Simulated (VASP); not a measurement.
# Dielectric function of BeS

Wanted: where BeS absorbs light, and how strongly it screens. The cell is of the zinc-blende type, one of the forms listed for this formula. The start is a cell from a database of measured crystal structures.

Method: PBE; plane waves and PAW (S, Be), in the first sound run; inputs show where later runs differ, in VASP 6.6.1.

This is a report of a sequence of runs, with most program output left out.

The database entry behind the starting cell differs from later determinations by our own check (0.1 to 0.3 % short, probably kX units), so it need not match the best structure at ambient conditions.

**1. Starting point**

Symmetry: F-43m, No. 216, cubic system. Conventional cell: a = 4.850 Å, b = 4.850 Å, c = 4.850 Å, α = 90.00°, β = 90.00°, γ = 90.00°. Nearest to S lie 4 Be at 2.10 Å. Be has 4 S at 2.10 Å nearest. Farther neighbours and most contacts between anions are not listed.

Structure file:

```xyz
2
Lattice="0.0000 2.4250 2.4250 2.4250 0.0000 2.4250 2.4250 2.4250 0.0000" Properties=species:S:1:pos:R:3 pbc="T T T"
S     3.6375    3.6375    3.6375
Be    0.0000    0.0000    0.0000
```

**2. Ground state**

The ground state comes first.

INCAR reads:

```
SYSTEM = BeS
PREC = Accurate
ENCUT = 400
EDIFF = 1E-07
NELM = 100
ISMEAR = 0
SIGMA = 0.05
LREAL = .FALSE.
ALGO = Normal
GGA = PE
NBANDS = 10
LORBIT = 11
LWAVE = .FALSE.
LCHARG = .FALSE.
KPAR = 4
```

POSCAR reads:

```
BeS
1.0
    0.0000000000      2.4250000000      2.4250000000
    2.4250000000      0.0000000000      2.4250000000
    2.4250000000      2.4250000000      0.0000000000
S Be
1 1
Direct
    0.7500000000      0.7500000000      0.7500000000
    0.0000000000      0.0000000000      0.0000000000
```

KPOINTS reads:

```
Automatic mesh
0
Gamma
8 8 8
0 0 0
```

The projector-augmented-wave data sets are S and Be (PBE family, release 64).

Launch:

```
> mpirun -np 4 vasp_std
```

Wall time 1.6 s (4 MPI ranks of Intel Xeon 6975P-C (Granite Rapids), shared host); peak memory 0.48 GiB.

The gap is read on the k-mesh alone, so it is an upper bound where the band edges lie off the mesh.

Numbers from this step:

```yaml
free_energy_toten: -10.01 eV
fermi_energy: 4.425 eV
pressure: 1.568 GPa
gap_on_the_k_mesh: 3.110 eV
least_direct_gap_on_the_k_mesh: 5.669 eV
```

The cell has a gap of 3.11 eV on this mesh.

**3. Spectrum**

LOPTICS sums the direct transitions; the mesh is finer and NBANDS larger than for the ground state.

INCAR: that of step 2 with these lines changed.

```diff
@@ -10,4 +10,3 @@
 GGA = PE
-NBANDS = 10
-LORBIT = 11
+NBANDS = 20
 LWAVE = .FALSE.
@@ -15 +14,4 @@
 KPAR = 4
+LOPTICS = .TRUE.
+NEDOS = 2000
+CSHIFT = 0.15
```

POSCAR is that of step 2.

KPOINTS reads:

```
Automatic mesh
0
Gamma
12 12 12
0 0 0
```

Launch:

```
> mpirun -np 4 vasp_std
```

Run time: 3.6 s. Hardware: 4 MPI ranks; peak memory 0.6 GiB.

These are independent-particle spectra without excitons or local fields, and fine structure depends on the mesh and on CSHIFT.

This step gave:

- Fermi energy: 4.380 eV
- pressure: 1.565 GPa

Absorption under the direct gap is the tail of the CSHIFT broadening, and fine structure depends on the mesh. Table of imaginary dielectric function, xx by photon energy; read off at these points:

photon energy (eV), imaginary dielectric function, xx and a bar:
```
        0        0.0 
        1        0.0 
        2        0.1 
        3        0.1 
        4        0.2 
        5        0.7 #
        6        8.7 ##############
        7       18.6 ##############################
        8       10.2 ################
        9        6.1 ##########
       10        4.0 ######
       11        2.0 ###
       12        2.5 ####
       13        1.6 ###
       14        0.9 #
       15        0.9 #
       16        0.5 #
       17        0.6 #
       18        0.4 #
       19        0.4 #
       20        0.4 #
       21        0.2 
       22        0.1 
       23        0.1 
       24        0.1
```

The real dielectric function, xx by photon energy:

```
photon energy (eV)  real dielectric function, xx
               0.0                          5.75
               0.5                          5.77
               1.0                          5.84
               1.5                          5.95
               2.0                          6.12
               2.5                          6.36
               3.0                          6.69
               3.5                          7.14
               4.0                          7.79
               4.5                          8.75
               5.0                          10.3
               5.5                          13.6
               6.0                          15.1
               6.5                          13.0
               7.0                          2.65
               7.5                        -0.159
               8.0                         -3.92
               8.5                         -4.95
               9.0                         -2.87
               9.5                         -3.40
              10.0                         -4.47
              10.5                         -3.10
              11.0                         -1.80
              11.5                         -1.82
              12.0                         -2.10
              12.5                         -1.88
              13.0                         -1.27
              13.5                         -1.73
              14.0                         -1.14
              14.5                         -1.05
              15.0                        -0.888
              15.5                        -0.982
              16.0                        -0.704
              16.5                        -0.431
              17.0                        -0.523
              17.5                        -0.461
              18.0                        -0.308
              18.5                        -0.206
              19.0                        -0.183
              19.5                       -0.0747
              20.0                        -0.183
              20.5                        -0.105
              21.0                        0.0364
              21.5                       -0.0306
              22.0                        0.0627
              22.5                         0.144
              23.0                         0.176
              23.5                         0.233
              24.0                         0.271
              24.5                         0.310
```

**4. Static response with local fields**

Perturbation theory (LEPSILON) gives the dielectric tensor with local fields, and the Born charges.

INCAR reads:

```
SYSTEM = BeS
PREC = Accurate
ENCUT = 400
EDIFF = 1E-08
NELM = 100
ISMEAR = 0
SIGMA = 0.01
LREAL = .FALSE.
ALGO = Normal
GGA = PE
NBANDS = 10
LWAVE = .FALSE.
LCHARG = .FALSE.
KPAR = 4
LEPSILON = .TRUE.
```

POSCAR is that of step 3.

KPOINTS is that of step 3.

Launch:

```
> mpirun -np 4 vasp_std
```

It took 26 s on 4 MPI ranks; peak memory 0.96 GiB.

Energies printed during the response cycles are not total energies of the cell.

This step gave:

```
Fermi energy : 4.225 eV
```

Electronic dielectric tensor with local fields:

```
5.28 0.00 0.00
0.00 5.28 0.00
0.00 0.00 5.28
```

Born effective charge (e), principal values of the symmetric part by kind of site:

```
atom  atoms with these values    low  middle   high   mean
  S1                        1  -1.60   -1.60  -1.60  -1.60
 Be2                        1   1.60    1.60   1.60   1.60
```

In full for Be2:

```
1.60 0.00 0.00
0.00 1.60 0.00
0.00 0.00 1.60
```

Piezoelectric tensor with clamped ions (C/m²), by row:

```
field  xx  yy  zz      xy      yz      zx
    x   0   0   0       0  0.6393       0
    y   0   0   0       0       0  0.6393
    z   0   0   0  0.6393       0       0
```

The mean electronic (clamped-ion) dielectric constant is 5.28.

**5. Spectrum at LDA**

This step: LDA; plane waves and PAW (S, Be) (VASP 6.6.1).

The spectrum is made again with LDA.

INCAR reads:

```
SYSTEM = BeS
PREC = Accurate
ENCUT = 400
EDIFF = 1E-07
NELM = 100
ISMEAR = 0
SIGMA = 0.05
LREAL = .FALSE.
ALGO = Normal
GGA = CA
NBANDS = 20
LWAVE = .FALSE.
LCHARG = .FALSE.
KPAR = 4
LOPTICS = .TRUE.
NEDOS = 2000
CSHIFT = 0.15
```

POSCAR is that of step 4.

KPOINTS is that of step 4.

Launch:

```
> mpirun -np 4 vasp_std
```

It took 3 s on 4 MPI ranks; peak memory 0.56 GiB; 9.8 s of CPU time.

The PAW data sets were made with PBE, though LDA sets exist; this is a small mismatch.

Numbers from this step:

```yaml
free_energy_toten: -11.15 eV
fermi_energy: 4.218 eV
pressure: -2.728 GPa
gap_on_the_k_mesh: 2.909 eV
least_direct_gap_on_the_k_mesh: 5.563 eV
```

Absorption under the direct gap is the tail of the CSHIFT broadening, and fine structure depends on the mesh. The imaginary dielectric function, xx by photon energy; read off at these points:

photon energy (eV), imaginary dielectric function, xx and a bar:
```
      0.0        0.0 
      1.0        0.0 
      2.0        0.1 
      3.0        0.1 
      4.0        0.3 
      5.0        0.8 #
      6.0        9.9 ###############
      6.8       19.7 ##############################
      7.0       16.2 #########################
      8.0       10.1 ###############
      9.0        6.1 #########
     10.0        3.6 ######
     11.0        2.1 ###
     12.0        2.3 ###
     13.0        1.6 ##
     14.0        0.9 #
     15.0        1.0 ##
     16.0        0.5 #
     17.0        0.6 #
     18.0        0.4 #
     19.0        0.3 #
     20.0        0.4 #
     21.0        0.3 
     22.0        0.1 
     23.0        0.1 
     24.0        0.1
```

The real dielectric function, xx by photon energy:

```
photon energy (eV)  real dielectric function, xx
               0.0                          5.91
               0.5                          5.94
               1.0                          6.01
               1.5                          6.13
               2.0                          6.31
               2.5                          6.57
               3.0                          6.93
               3.5                          7.43
               4.0                          8.15
               4.5                          9.25
               5.0                          11.2
               5.5                          15.1
               6.0                          14.7
               6.5                          11.3
               7.0                          1.42
               7.5                         -2.00
               8.0                         -3.73
               8.5                         -4.46
               9.0                         -3.00
               9.5                         -3.64
              10.0                         -4.48
              10.5                         -2.89
              11.0                         -1.67
              11.5                         -1.94
              12.0                         -2.28
              12.5                         -1.82
              13.0                         -1.30
              13.5                         -1.63
              14.0                         -1.11
              14.5                        -0.997
              15.0                        -0.894
              15.5                        -0.943
              16.0                        -0.655
              16.5                        -0.418
              17.0                        -0.512
              17.5                        -0.428
              18.0                        -0.290
              18.5                        -0.196
              19.0                        -0.170
              19.5                       -0.0530
              20.0                        -0.179
              20.5                       -0.0999
              21.0                        0.0386
              21.5                       -0.0273
              22.0                        0.0693
              22.5                         0.140
              23.0                         0.189
              23.5                         0.239
              24.0                         0.266
              24.5                         0.313
```

**6. Summary of results**

```yaml
pbe_independent_particles: eps xx at zero frequency 5.75, centre of weight of eps2 xx, over the range kept, at 8.75 eV, mesh 12×12×12
lda_independent_particles: eps xx at zero frequency 5.91, centre of weight of eps2 xx, over the range kept, at 8.63 eV, mesh 12×12×12
pbe_with_local_fields: eps 5.28, 5.28, 5.28
```

In words: Local fields, and the bands above those summed, take the mean static value from 5.75 to 5.28. Excitons and quasiparticle shifts are absent, so the onset tends to lie too low and its shape can differ.

[Lines on the potential files, build, host, timing and source positions are cut from VASP's logs without a mark.]

[Logs are printed without paths, hosts, clocks, repeated set-up lines and the standing remarks that a program may print on its own settings, such as how far it seeks lower states.]

[Hosts, paths, dates, database ids (printed as entryN), source tags and the programs' standing remarks are cut or masked in the printed files.]
